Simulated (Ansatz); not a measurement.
Worked example: the enthalpy of C4H9Br + HOI → C4H10O + IBr

Species: C4H9Br (1-bromobutane) `CCCCBr`, singlet; HOI (hypoiodous acid) `OI`, singlet; C4H10O (1-butanol) `CCCCO`, singlet; IBr (iodine monobromide), singlet. The partners trade Br for OH: C–Br and I–OH bonds give way to C–OH and I–Br.

Shapes, held fixed at every level: PBE0-D4/def2-TZVP. Flexible molecules stand in one conformer, not always the lowest. Programs: Ansatz 0.2.0. The zero-point and thermal terms to 298 K, harmonic and unscaled (PBE0-D4/def2-TZVP), stand in the table.

At CCSD(T)/def2-TZVPP; 1 Eh = 2625.50 kJ/mol:

```
species   energy (Eh)  H(298 K) − E (kJ/mol)  tabulated ΔfH (kJ/mol)
 C4H9Br  -2730.266627                  343.5                  -107.1
    HOI   -372.835641                   43.6                   -61.3
 C4H10O   -233.280457                  381.0                  -274.9
    IBr  -2869.846064                   11.5                   +40.8
```

Task: Work out the reaction enthalpy at 298 K from the calculation and from the table of heats.

Result: 
1. Electronic: (-233.280457) + (-2869.846064) − [(-2730.266627) + (-372.835641)] = -0.024253 Eh = -63.7 kJ/mol.
2. Zero-point and thermal: (381.0) + (11.5) − [(343.5) + (43.6)] = +5.4 kJ/mol.
3. Computed ΔH = -58.3 kJ/mol.
4. From the heats of formation (Active Thermochemical Tables, CRC Handbook of Chemistry and Physics): (-274.9) + (40.8) − [(-107.1) + (-61.3)] = -65.7 kJ/mol.
5. Computed less tabulated: +7.4 kJ/mol. Tabulated heats carry uncertainties of their own.

For atoms past krypton def2 sets carry core potentials with scalar relativity. Relativity is left out for Br. Outer-core shells of Br, I are correlated, in sets that cover them unevenly.
